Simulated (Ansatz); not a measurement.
**Mg: changing the functional**

The cell as given:

It takes space group P6_3/mmc (No. 194, hexagonal). Conventional cell: a = 3.209 Å, b = 3.209 Å, c = 5.210 Å, α = 90.00°, β = 90.00°, γ = 120.00°. Around Mg (site symmetry -6m2) lie 12 Mg at 3.20 to 3.21 Å.

Kept alike: task relaxation of cell and atoms; k mesh 10 × 10 × 5; occupations fermi-dirac, width 0.05 eV; no spin polarisation. Program: Ansatz, all-electron LAPW, scalar-relativistic. The mesh is that of the run's cell of 2 atoms. No spin-orbit coupling.

| functional | volume (Å³/atom) | first edge of the run's cell (Å) | third edge of the run's cell (Å) |
| --- | --- | --- | --- |
| BLYP | 23.589 | 3.181 | 5.383 |
| LDA | 21.703 | 3.107 | 5.191 |
| PBE | 23.013 | 3.168 | 5.297 |
| PBEsol | 22.563 | 3.147 | 5.260 |
| RPBE | 23.753 | 3.201 | 5.352 |
| revPBE | 23.618 | 3.195 | 5.343 |

The relaxations keep at least the cell's symmetry (P6_3/mmc). For a metal such a mesh leaves the last digits unconverged. Relaxations stop with a little pressure left, so the last digits of a volume or edge aren't settled.

Question: What does the functional change here?

Answer: The volume runs from 21.703 (LDA) to 23.753 Å³/atom (RPBE). From PBE: BLYP +0.576; LDA -1.310; PBEsol -0.450; RPBE +0.740; revPBE +0.605. The first edge of the run's cell runs from 3.107 (LDA) to 3.201 Å (RPBE). From PBE: BLYP +0.013; LDA -0.061; PBEsol -0.021; RPBE +0.033; revPBE +0.027. The third edge of the run's cell runs from 5.191 (LDA) to 5.383 Å (BLYP). From PBE: BLYP +0.086; LDA -0.106; PBEsol -0.037; RPBE +0.055; revPBE +0.046.
